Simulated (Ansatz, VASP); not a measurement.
# Ba in VASP and in Ansatz

```xyz
2
Lattice="4.5672 0.0000 0.0000 -2.2836 3.9553 0.0000 0.0000 0.0000 7.4928" Properties=species:S:1:pos:R:3 pbc="T T T"
Ba    0.0000    2.6369    1.8732
Ba    2.2836    1.3184    5.6196
```

Alike in both runs: task single point; functional revPBE; k mesh 9 × 9 × 5; occupations fermi-dirac, width 0.1 eV; no spin polarisation.

|  | VASP | Ansatz |
| --- | --- | --- |
| version | VASP 6.6.1 | Ansatz 0.2.0 |
| potentials or method | VASP PAW PBE potentials, release 64 (Ba_sv) | plane waves (420 eV) with PAW, scalar-relativistic |
| plane-wave cutoff (eV) | 520 | 420 |
| valence electrons in the cell | 20 | 20 |

|  | VASP | Ansatz | Ansatz less VASP |
| --- | --- | --- | --- |
| pressure (GPa) | 0.1 | 0.0 | -0.04 |

The functional is the same, so the differences come from potentials, cutoffs and numerics.

Caveats: the PAW data sets were made with another functional, which shifts forces and pressure a little (VASP). Spin-orbit coupling is left out, which matters for the levels of Ba.
